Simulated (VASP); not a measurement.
Input of a VASP 6.6.1 run:

INCAR

```
SYSTEM = W
PREC = Accurate
ENCUT = 520
EDIFF = 1E-7
ISMEAR = 0
SIGMA = 0.1
LREAL = .FALSE.
LASPH = .TRUE.
NELM = 80
ALGO = Fast
ISIF = 2
LWAVE = .FALSE.
LCHARG = .FALSE.
GGA = PE
```

File KPOINTS:

```
Automatic mesh
0
G
  18 18 18
  0 0 0
```

The input POSCAR:

```
W                                       
1.0
   -1.6393760601      1.6393760601      1.6393760601
    1.6393760601     -1.6393760601      1.6393760601
    1.6393760601      1.6393760601     -1.6393760601
  W             
     1
Direct
     0.0000000000000000    0.0000000000000000    0.0000000000000000
```

Potentials or basis: VASP PAW PBE potentials, release 64 (W_sv).

Command:

```bash
$ cat potpaw_PBE.64/W_sv/POTCAR > POTCAR
$ mpirun -np 1 vasp_std > vasp.out
```

Task: Predict the pressure.

Result: -21.9 GPa.

Task: Predict the band gap on the k mesh.

Result: None (metal or under the smearing width).

Caveat: so large a pressure means that the cell lies far from this level's equilibrium, or that cutoff or potentials fall short. Spin-orbit coupling is left out, which matters for the levels of W.
